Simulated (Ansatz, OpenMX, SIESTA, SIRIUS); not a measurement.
## One calculation of TiCo, 7 ways

```
CELL_PARAMETERS angstrom
2.98611 0.00000 0.00000
0.00000 2.98611 0.00000
0.00000 0.00000 2.98611
ATOMIC_POSITIONS crystal
Co 0.50000 0.50000 0.50000
Ti 0.00000 0.00000 0.00000
```

The cell comes from a database or a generator and needn't be the stable form of this composition.

Alike in all runs: task band structure; functional PBE; k mesh 9 × 9 × 9; occupations fermi-dirac, width 0.05 eV; collinear spin, ferromagnetic start; no spin-orbit coupling. Pressure is positive in compression and, in plane waves, holds the error of the finite cutoff, which Ansatz's Pulay term estimates and takes out.

```csv
program and potentials,plane-wave cutoff (eV),notes,pressure (GPa),net moment per atom (μB)
"Ansatz, Ansatz PAW",420,Pulay term of +0.08 GPa included,-0.54,0.41
"SIRIUS, all-electron FP-LAPW (Koelling-Harmon valence), apw+lo standard",-,-,-,0.40
"SIRIUS, all-electron FP-LAPW (ZORA valence), apw+lo standard",-,-,-,0.40
"SIRIUS, all-electron FP-LAPW, apw+lo standard",-,-,-,0.40
"SIESTA, files sg15-pbe-1.2, DZP (energy shift 0.003 Ry; two zetas on semicore shells)",-,atomic basis,0.71,0.41
"OpenMX, OpenMX 2013 PBE set, Co6.0H-s3p2d2f1, Ti7.0-s3p2d2f1, grid cutoff 500 Ry",-,atomic basis,0.65,0.42
"Ansatz, all-electron LAPW, scalar-relativistic",-,-,-0.49,0.42
```

The pressure spans -0.54 (Ansatz, Ansatz PAW) to 0.71 GPa (SIESTA, files sg15-pbe-1.2, DZP (energy shift 0.003 Ry; two zetas on semicore shells)), with all-electron results at -0.49. The net moment per atom spans 0.40 (SIRIUS, all-electron FP-LAPW, apw+lo standard) to 0.42 μB (OpenMX, OpenMX 2013 PBE set, Co6.0H-s3p2d2f1, Ti7.0-s3p2d2f1, grid cutoff 500 Ry), with all-electron results at 0.40 to 0.42. The state is the one that the start led to, which needn't be the lowest. Rows in atomic bases carry the error of their basis and grid, which can be large.

The functional is the same throughout but for its coding, so the spread measures potentials, basis and numerics; runs on potential files found faulty are left out.
